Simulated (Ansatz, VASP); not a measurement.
# TaN in VASP and in Ansatz

INCAR

```
SYSTEM = TaN
ALGO = Normal
EDIFF = 1E-7
ENCUT = 520
GGA = PE
ISIF = 2
ISMEAR = -1
LASPH = .True.
LCHARG = .False.
LREAL = .False.
LWAVE = .False.
NBANDS = 24
NELM = 60
PREC = Accurate
SIGMA = 0.05
```

KPOINTS

```
k-points
0
Gamma
  10 10 5
  0 0 0
```

Contents of POSCAR:

```
TaN
1.0
    2.9602187319      0.0000000000      0.0000000000
   -1.4801093660      2.5636246227      0.0000000000
    0.0000000000      0.0000000000      5.9943728101
Ta N
2 2
Direct
    0.0000000000      0.0000000000      0.5000000000
    0.0000000000      0.0000000000      0.0000000000
    0.3333333333      0.6666666667      0.2500000000
    0.6666666667      0.3333333333      0.7500000000
```

Contents of input.yaml:

```yaml
crystal:
  lattice:
    - [2.9602187319, 0.0, 0.0]
    - [-1.480109366, 2.5636246227, 0.0]
    - [0.0, 0.0, 5.9943728101]
  atoms:
    - { symbol: Ta, position: [0.0, 0.0, 0.5] }
    - { symbol: Ta, position: [0.0, 0.0, 0.0] }
    - { symbol: "N", position: [0.3333333333, 0.6666666667, 0.25] }
    - { symbol: "N", position: [0.6666666667, 0.3333333333, 0.75] }
hamiltonian:
  xc: pbe
  pseudopotentials: { kind: paw }
kpoints:
  mp_grid: { grid: [10, 10, 5] }
scf:
  occupations: { method: fermi_dirac, width: 0.05 }
output:
  forces: true
  stress: true
  eigenvalues: true
  write_density: true
  write_potential: true
  elf: true
  volumetric_format: npy
```

Change from the starting cell: volume scaled by 1.04.

Alike in both runs: task single point; functional PBE; k mesh 10 × 10 × 5; occupations fermi-dirac, width 0.05 eV; no spin polarisation.

|  | VASP | Ansatz |
| --- | --- | --- |
| version | VASP 6.6.1 | Ansatz 0.2.0 |
| potentials or method | VASP PAW PBE potentials, release 64 (Ta_pv, N) | Ansatz PAW |
| plane-wave cutoff (eV) | 520 | 420 |
| valence electrons in the cell | 32 | 36 |

VASP gave:

* gap on the k mesh at the Fermi level (eV): none
* pressure (GPa): -12.1
* largest component of the traceless stress (GPa): 0.92

Q: What did Ansatz give for the same quantities?

A: gap on the k mesh at the Fermi level (eV): none; pressure (GPa): -12.7; largest component of the traceless stress (GPa): 0.96.

A gap of «none» marks a metal or a gap that the smearing closes. With one functional, cell and mesh, what is left measures potentials, basis and numerics. The two sets of potentials don't hold the same shells in valence.

Caveats: the pressure holds a Pulay correction of +0.4 GPa for the finite cutoff (Ansatz). Spin-orbit coupling is left out, which matters for the levels of Ta.
